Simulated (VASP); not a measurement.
The system is CaO.

```
CELL_PARAMETERS angstrom
0.00000 2.45350 2.45350
2.45350 0.00000 2.45350
2.45350 2.45350 0.00000
ATOMIC_POSITIONS crystal
Ca 0.00000 0.00000 0.00000
O 0.50000 0.50000 0.50000
```

```yaml
Program: VASP 6.6.1
Task: relaxation of cell and atoms
Functional: PBEsol
Potentials_or_basis: VASP PAW PBE potentials, release 64 (Ca_sv, O)
Cutoff: 600 eV
k_mesh: 8 × 8 × 8
Occupations: gaussian, width 0.02 eV
Spin: no spin polarisation
```

At the start: pressure -7.9 GPa; volume 14.77 Å³/atom.

Problem. Where does the relaxation end?

Solution. Over 3 steps the energy falls by 31.0 meV/atom and the volume is 13.60 Å³/atom (-7.9 %); space group Fm-3m (No. 225, to 0.05 Å).

Step by step:
```csv
step,energy change (eV),largest force (eV/Å),pressure (GPa),volume (Å³)
1,0.0000,0.0000,-7.91,29.54
2,-0.0556,0.0000,3.09,26.53
3,-0.0620,0.0000,0.02,27.21
```

Final structure:
```yaml
crystal:
  lattice:
    - [0.00000, 2.38713, 2.38713]
    - [2.38713, 0.00000, 2.38713]
    - [2.38713, 2.38713, 0.00000]
  atoms:
    - { symbol: Ca, position: [0.00000, 0.00000, 0.00000] }
    - { symbol: O, position: [0.50000, 0.50000, 0.50000] }
```

Caveat: the PAW data sets were made with another functional, which shifts forces and pressure a little.
